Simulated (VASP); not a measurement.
Wanted: the native input for a VASP 6.6.1 run.

```yaml
Task: single point
Functional: r2SCAN
Potentials_or_basis: VASP PAW PBE potentials, release 64 (Au)
Cutoff: 520 eV
k_mesh: 18 × 18 × 10
Occupations: gaussian, width 0.15 eV
Spin: no spin polarisation
Dipole_correction: no
Further_INCAR_settings: ALGO = Normal; EDIFF = 1e-06; NBANDS = 18
```

Au:

```
Au
1.0
     2.90000    0.00000    0.00000
    -1.45000    2.51147    0.00000
     0.00000    0.00000    4.88000
Au
2
Direct
  0.33333 0.66667 0.75000
  0.66667 0.33333 0.25000
```

This isn't the form of Au at room conditions, which is fcc.

One way to write it, as run:

POSCAR

```
Au
1.0
    2.8999984104      0.0000000000      0.0000000000
   -1.4499992052      2.5114722944      0.0000000000
    0.0000000000      0.0000000000      4.8800000000
Au
2
Direct
    0.3333333333      0.6666666667      0.7500000000
    0.6666666667      0.3333333333      0.2500000000
```

INCAR.step1

```
ALGO = Normal
EDIFF = 1E-4
ENCUT = 520
GGA = PE
ISMEAR = 0
LASPH = True
LCHARG = False
LREAL = False
LWAVE = True
NBANDS = 18
NELM = 100
PREC = Accurate
SIGMA = 0.15
```

INCAR.step2

```
ALGO = Normal
EDIFF = 1E-6
ENCUT = 520
ISIF = 2
ISMEAR = 0
ISTART = 1
LASPH = True
LCHARG = False
LMIXTAU = True
LREAL = False
LWAVE = False
METAGGA = R2SCAN
NBANDS = 18
NELM = 100
PREC = Accurate
SIGMA = 0.15
```

KPOINTS

```
k-points
0
Gamma
  18 18 10
```

Potentials or basis: VASP PAW PBE potentials, release 64 (Au).

The run is started by

```sh
$ cat potpaw_PBE.64/Au/POTCAR > POTCAR
$ cp INCAR.step1 INCAR
$ mpirun -np 1 vasp_std > vasp.out
$ cp INCAR.step2 INCAR
$ mpirun -np 1 vasp_std > vasp.out
```

It gave:

| Quantity | Value |
| --- | --- |
| Pressure | -1.2 GPa |
| Band gap on the k mesh | none (metal or under the smearing width) |

Caveat: the PAW data sets were made with another functional, which shifts forces and pressure a little.

Wall time 3.2 min on 1 thread of Intel(R) Xeon(R) Platinum 8488C (Sapphire Rapids) (shared host), peak memory 0.25 GiB.
